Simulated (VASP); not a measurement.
# PbS (Fm-3m) in VASP: single point with PBEsol

Aim: the single point of PbS with PBEsol.

Program: VASP 6.6.1. These are calculated values, not measurements. Logs are shortened: lines on timing, memory, paths and dates and some standing lists are left out, and cuts for length are marked.

## (1) The crystal as given

The structure is cubic, space group Fm-3m (No. 225). Conventional cell: a = 5.904 Å, b = 5.904 Å, c = 5.904 Å, α = 90.00°, β = 90.00°, γ = 90.00°. Around Pb (site symmetry m-3m) lie 6 S at 2.95 Å. Around S (site symmetry m-3m) lie 6 Pb at 2.95 Å.

The cell is a database's computed one.

## (2) Single point, PBEsol, non-collinear spin, zero start, spin-orbit coupling

Contents of INCAR:

```
SYSTEM = PbS
PREC = Accurate ; ENCUT = 520
EDIFF = 1E-6 ; ISMEAR = 0
SIGMA = 0.1 ; LREAL = .FALSE.
LASPH = .TRUE. ; NELM = 80
ALGO = Fast ; ISIF = 2
LWAVE = .FALSE. ; LCHARG = .FALSE.
MAGMOM = 0 0 0 0 0 0 ; LORBIT = 11
LSORBIT = .TRUE. ; GGA_COMPAT = .FALSE.
GGA = PS ; NBANDS = 32
```

Contents of KPOINTS:

```
regular mesh
0
G
  10 10 10
  0 0 0
```

Contents of POSCAR:

```
PbS
1.0
    0.0000000000      2.9519000000      2.9519000000
    2.9519000000      0.0000000000      2.9519000000
    2.9519000000      2.9519000000      0.0000000000
Pb S
1 1
Direct
    0.5000000000      0.5000000000      0.5000000000
    0.0000000000      0.0000000000      0.0000000000
```

Potentials or basis: VASP PAW PBE potentials, release 64 (Pb_d, S).

Launch:

```sh
$ cat potpaw_PBE.64/Pb_d/POTCAR potpaw_PBE.64/S/POTCAR > POTCAR
$ mpirun -np 1 vasp_ncl > vasp.out
```

OUTCAR:

```text
SYSTEM = PbS
   PREC = Accurate
   ENCUT = 520
   EDIFF = 1E-6
   ISMEAR = 0
   LREAL = .FALSE.
   LASPH = .TRUE.
   NELM = 80
   ISIF = 2
   LORBIT = 11
   LSORBIT = .TRUE.
   GGA = PS

 ion  position               nearest neighbor table
   1  0.500  0.500  0.500-   2 2.95   2 2.95   2 2.95   2 2.95   2 2.95   2 2.95
   2  0.000  0.000  0.000-   1 2.95   1 2.95   1 2.95   1 2.95   1 2.95   1 2.95

  LATTYP: Found a face centered cubic cell.
 ALAT       =     5.9038000000

  Lattice vectors:

 A1 = (   0.0000000000,   2.9519000000,   2.9519000000)
 A2 = (   2.9519000000,   0.0000000000,   2.9519000000)
 A3 = (   2.9519000000,   2.9519000000,   0.0000000000)

Analysis of symmetry for initial positions (statically):
=====================================================================
 Subroutine PRICEL returns:
 Original cell was already a primitive cell.

 Routine SETGRP: Setting up the symmetry group for a
 face centered cubic supercell.

 Subroutine GETGRP returns: Found 48 space group operations
 (whereof 48 operations were pure point group operations)
 out of a pool of 48 trial point group operations.

The static configuration has the point symmetry O_h .

Analysis of symmetry for dynamics (positions and initial velocities):
=====================================================================
 Subroutine PRICEL returns:
 Original cell was already a primitive cell.

 Routine SETGRP: Setting up the symmetry group for a
 face centered cubic supercell.

 Subroutine GETGRP returns: Found 48 space group operations
 (whereof 48 operations were pure point group operations)
 out of a pool of 48 trial point group operations.

The dynamic configuration has the point symmetry O_h .

Analysis of structural, dynamic, and magnetic symmetry:
=====================================================================
 Subroutine PRICEL returns:
 Original cell was already a primitive cell.

 Routine SETGRP: Setting up the symmetry group for a
 face centered cubic supercell.

 Subroutine GETGRP returns: Found 48 space group operations
 (whereof 48 operations were pure point group operations)
 out of a pool of 48 trial point group operations.

The overall configuration has the point symmetry O_h .

 Subroutine INISYM returns: Found 48 space group operations
 (whereof 48 operations are pure point group operations),
 and found     1 'primitive' translations

----------------------------------------------------------------------------------------

                                     Primitive cell

  volume of cell :      51.4440

  direct lattice vectors                    reciprocal lattice vectors
     0.000000000  2.951900000  2.951900000    -0.169382432  0.169382432  0.169382432
     2.951900000  0.000000000  2.951900000     0.169382432 -0.169382432  0.169382432
     2.951900000  2.951900000  0.000000000     0.169382432  0.169382432 -0.169382432

  length of vectors
     4.174617015  4.174617015  4.174617015     0.293378978  0.293378978  0.293378978

  position of ions in fractional coordinates (direct lattice)
     0.500000000  0.500000000  0.500000000
     0.000000000  0.000000000  0.000000000

  ion indices of the primitive-cell ions
   primitive index   ion index
                 1           1
                 2           2

----------------------------------------------------------------------------------------

 KPOINTS: regular mesh

Automatic generation of k-mesh.
 Grid dimensions read from file:
 generate k-points for:   10   10   10

 Generating k-lattice:

[... 77 lines left out ...]
   EFERMI_NEDOS =   21; number of points for ismear=-14 and -15
   IALGO  =     68    algorithm
   IMIX   =      4    mixing-type and parameters
     AMIX     =   0.40;   BMIX     =  1.00
     AMIX_MAG =   1.60;   BMIX_MAG =  1.00
  volume/ion in A,a.u.               =      25.72       173.58
  Fermi-wavevector in a.u.,A,eV,Ry     =   1.194831  2.257903 19.423968  1.427621
  Thomas-Fermi vector in A             =   2.330812
   LORBIT       =     11    0 simple, 1 ext, 2 COOP (PROOUT), +10 PAW based schemes
   GGA     = PS    functional components
   LHFCALC =     F    Hartree Fock is set to
   AEXX    =    0.0000 exact exchange contribution
   IVDW    =     0    specifies the selected vdW correction
   LEPSILON=     F    determine dielectric tensor
   LRPA    =     F    only Hartree local field effects (RPA)
 RMM-DIIS sequential band-by-band and
 Gauss-broadening in eV      SIGMA  =   0.10
  energy-cutoff  :      520.00
  volume of cell :       51.44
 maximum number of plane-waves:      2822
   NGX = 15   NGY = 15   NGZ = 15

 number of electron      20.0000000 magnetization       0.0000000      0.0000000      0.0000000

 number of electron      19.9999997 magnetization       0.0000000     -0.0000000      0.0000000

 number of electron      19.9999997 magnetization      -0.0000000      0.0000000     -0.0000000

 Free energy of the ion-electron system (eV)
  ---------------------------------------------------
  ext. energy  EPLUGINS =         0.00000000
  ---------------------------------------------------
  free energy    TOTEN  =        -9.84274022 eV

  energy without entropy =       -9.84244737  energy(sigma->0) =       -9.84259379

 E-fermi :   5.7989     XC(G=0):  -9.9520

 val. band max:        5.7330855244   @ k =   0.5000   0.0000   0.0000
 cond. band min:       5.8646284433   @ k =   0.5000   0.0000   0.0000
 fundamental gap:      0.1315429189
 Fermi energy:         5.7988569825

 k-point     1 :       0.0000    0.0000    0.0000
  band No.  band energies     occupation
      1     -12.3630      1.00000
      2     -12.3630      1.00000
      3     -12.3630      1.00000
      4     -12.3630      1.00000
      5      -9.8215      1.00000
      6      -9.8215      1.00000
[... 829 lines left out ...]
     31      16.8300      0.00000
     32      16.9275      0.00000

 [... further k-points ...]

------------------------ aborting loop because EDIFF is reached ----------------------------------------

  FORCE on cell =-STRESS in cart. coord.  units (eV):
  Direction    XX          YY          ZZ          XY          YZ          ZX
  --------------------------------------------------------------------------------------
  -------------------------------------------------------------------------------------
  Total       -0.1311595     -0.1311595     -0.1311595      0.0000000      0.0000000      0.0000000
  in kB       -4.0848419     -4.0848419     -4.0848419      0.0000000      0.0000000      0.0000000
  external PRESSURE =      -4.0848419 kB  Pullay stress =       0.0000000 kB

 VOLUME and BASIS-vectors are now :
 -----------------------------------------------------------------------------
  energy-cutoff  :      520.00
  volume of cell :       51.44
      direct lattice vectors                 reciprocal lattice vectors
     0.000000000  2.951900000  2.951900000    -0.169382432  0.169382432  0.169382432
     2.951900000  0.000000000  2.951900000     0.169382432 -0.169382432  0.169382432
     2.951900000  2.951900000  0.000000000     0.169382432  0.169382432 -0.169382432

 POSITION                                       TOTAL-FORCE (eV/Angst)
 -----------------------------------------------------------------------------------
      2.95190      2.95190      2.95190         0.000000      0.000000      0.000000
      0.00000      0.00000      0.00000        -0.000000     -0.000000     -0.000000
 -----------------------------------------------------------------------------------
    total drift:                               -0.000000     -0.000000     -0.000000

  FREE ENERGIE OF THE ION-ELECTRON SYSTEM (eV)
  ---------------------------------------------------
  free  energy   TOTEN  =        -9.8427402179 eV

  energy  without entropy=       -9.8424473686  energy(sigma->0) =       -9.84259379

 Spin-Orbit-Coupling matrix elements

 Ion:    1  E_soc:     -0.8059870
 l=   1
     0.0000000    -0.0673483    -0.0673483
    -0.0673483     0.0000000    -0.0673483
    -0.0673483    -0.0673483     0.0000000
 l=   2
     0.0000000    -0.0135105     0.0000000    -0.0135105    -0.0534723
    -0.0135105     0.0000000    -0.0401042    -0.0135105    -0.0133681
     0.0000000    -0.0401042     0.0000000    -0.0401042     0.0000000
    -0.0135105    -0.0135105    -0.0401042     0.0000000    -0.0133681
    -0.0534723    -0.0133681     0.0000000    -0.0133681     0.0000000
 l=   3
     0.0000000     0.0000000     0.0000000     0.0000000     0.0000000     0.0000000     0.0000000
     0.0000000     0.0000000     0.0000000     0.0000000     0.0000000     0.0000000     0.0000000
     0.0000000     0.0000000     0.0000000     0.0000000     0.0000000     0.0000000     0.0000000
     0.0000000     0.0000000     0.0000000     0.0000000     0.0000000     0.0000000     0.0000000
     0.0000000     0.0000000     0.0000000     0.0000000     0.0000000     0.0000000     0.0000000
     0.0000000     0.0000000     0.0000000     0.0000000     0.0000000     0.0000000     0.0000000
     0.0000000     0.0000000     0.0000000     0.0000000     0.0000000     0.0000000     0.0000000

 Ion:    2  E_soc:     -0.0041404
 l=   1
     0.0000000    -0.0006901    -0.0006901
    -0.0006901     0.0000000    -0.0006901
    -0.0006901    -0.0006901     0.0000000
 l=   2
     0.0000000     0.0000000     0.0000000     0.0000000     0.0000000
     0.0000000     0.0000000     0.0000000     0.0000000     0.0000000
     0.0000000     0.0000000     0.0000000     0.0000000     0.0000000
     0.0000000     0.0000000     0.0000000     0.0000000     0.0000000
     0.0000000     0.0000000     0.0000000     0.0000000     0.0000000
 l=   3
     0.0000000     0.0000000     0.0000000     0.0000000     0.0000000     0.0000000     0.0000000
     0.0000000     0.0000000     0.0000000     0.0000000     0.0000000     0.0000000     0.0000000
     0.0000000     0.0000000     0.0000000     0.0000000     0.0000000     0.0000000     0.0000000
     0.0000000     0.0000000     0.0000000     0.0000000     0.0000000     0.0000000     0.0000000
     0.0000000     0.0000000     0.0000000     0.0000000     0.0000000     0.0000000     0.0000000
     0.0000000     0.0000000     0.0000000     0.0000000     0.0000000     0.0000000     0.0000000
     0.0000000     0.0000000     0.0000000     0.0000000     0.0000000     0.0000000     0.0000000

 total charge

# of ion       s       p       d       tot
------------------------------------------
    1        1.464   0.543   9.846  11.853
    2        1.350   2.300   0.000   3.650
--------------------------------------------------
tot          2.814   2.843   9.846  15.504

 magnetization (x)

# of ion       s       p       d       tot
------------------------------------------
    1        0.000  -0.000  -0.000  -0.000
    2       -0.000   0.000   0.000  -0.000
--------------------------------------------------
tot         -0.000   0.000  -0.000  -0.000

 magnetization (y)

# of ion       s       p       d       tot
------------------------------------------
    1        0.000   0.000   0.000   0.000
    2       -0.000  -0.000   0.000  -0.000
--------------------------------------------------
tot          0.000  -0.000   0.000   0.000

 magnetization (z)

# of ion       s       p       d       tot
------------------------------------------
    1        0.000  -0.000   0.000   0.000
    2       -0.000  -0.000   0.000  -0.000
--------------------------------------------------
tot          0.000  -0.000   0.000   0.000
```

It took 2.9 min on 1 thread of Intel Xeon Platinum 8488C (Sapphire Rapids), shared host; peak memory 0.37 GiB.

What came out:

| Quantity | Value |
| --- | --- |
| Free energy | -9.8427 eV |
| Pressure | -0.4 GPa |
| Net moment | 0.00 μB per cell |
| Valence electrons inside the program's atomic spheres | Pb 11.85; S 3.65 |

Moments on the atoms (μB; x, y, z):
```
Pb  0.00 0.00 0.00
S   0.00 0.00 0.00
```

Caveat: the PAW data sets were made with another functional, which shifts forces and pressure a little.
